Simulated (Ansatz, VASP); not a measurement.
**BN: VASP beside Ansatz**

Contents of INCAR:

```
  ALGO = Normal
  EDIFF = 1E-7
  ENCUT = 520
  GGA = PE
  ISIF = 2
  ISMEAR = 0
  LASPH = T
  LCHARG = F
  LREAL = F
  LWAVE = F
  NBANDS = 21
  NELM = 100
  PREC = Accurate
  SIGMA = 0.02
```

File KPOINTS:

```
k-points
0
Gamma
  12 12 12
```

File POSCAR:

```
BN
1.0
    1.2786032388      0.7382019241      6.3168502954
   -1.2786032388      0.7382019241      6.3168502954
    0.0000000000     -1.4764038482      6.3168502954
B N
3 3
Direct
    0.7641437596      0.7641437596      0.7641437596
    0.5414554614      0.5414554614      0.5414554614
    0.3193257249      0.3193257249      0.3193257249
    0.6806159633      0.6806159633      0.6806159633
    0.2358373055      0.2358373055      0.2358373055
    0.4586217853      0.4586217853      0.4586217853
```

Input for Ansatz:

```yaml
crystal:
  lattice:
    - [1.2786032388, 0.7382019241, 6.3168502954]
    - [-1.2786032388, 0.7382019241, 6.3168502954]
    - [0.0, -1.4764038482, 6.3168502954]
  atoms:
    - { symbol: B, position: [0.7641437596, 0.7641437596, 0.7641437596] }
    - { symbol: B, position: [0.5414554614, 0.5414554614, 0.5414554614] }
    - { symbol: B, position: [0.3193257249, 0.3193257249, 0.3193257249] }
    - { symbol: "N", position: [0.6806159633, 0.6806159633, 0.6806159633] }
    - { symbol: "N", position: [0.2358373055, 0.2358373055, 0.2358373055] }
    - { symbol: "N", position: [0.4586217853, 0.4586217853, 0.4586217853] }
basis:
  ecutwfc: 420
kpoints:
  mp_grid: { grid: [12, 12, 12] }
  band_path:
    path:
      - [[0.0, 0.0, 0.0], [-0.5, -0.5, -0.5], [-0.5, -0.1757712, -0.8242288]]
      - [[-0.1757712, 0.1757712, -0.5], [0.0, 0.0, -0.5], [0.0, 0.0, 0.0], [0.0, 0.3378856, -0.3378856]]
      - [[-0.3378856, 0.0, -0.6621144], [-0.5, 0.0, -0.5], [0.0, 0.0, 0.0]]
    npoints: 14
hamiltonian:
  xc: pbe
scf:
  occupations: { method: gaussian, width: 0.02 }
  n_extra_bands: 15
output:
  forces: true
  stress: true
  eigenvalues: true
  populations: true
  dos: { projected: true, de: 0.02, nscf_kmesh: { grid: [18, 18, 18] } }
  bader: true
  write_density: true
  write_potential: true
  elf: true
  volumetric_format: npy
```

The cell was built by a generator and needn't be a form met in nature.

Alike in both runs: task single point; functional PBE; k mesh 12 × 12 × 12; occupations gaussian, width 0.02 eV; no spin polarisation.

|  | VASP | Ansatz |
| --- | --- | --- |
| version | VASP 6.6.1 | Ansatz 0.2.0 |
| potentials or method | VASP PAW PBE potentials, release 64 (B, N) | scalar-relativistic, plane waves, PAW |
| plane-wave cutoff (eV) | 520 | 420 |
| valence electrons in the cell | 24 | 24 |

VASP gave:

```
gap on the k mesh at the Fermi level (eV) : 5.53
least direct gap on the mesh (eV)         : 7.56
pressure (GPa)                            : 0.2
```

Which values does Ansatz return?

gap on the k mesh at the Fermi level (eV): 5.53; least direct gap on the mesh (eV): 7.57; pressure (GPa): 0.0.

The functional is the same, so the differences come from potentials, cutoffs and numerics.

A k mesh can miss the band edges. A hybrid or GW would open this gap; PBE tends to underestimate it.
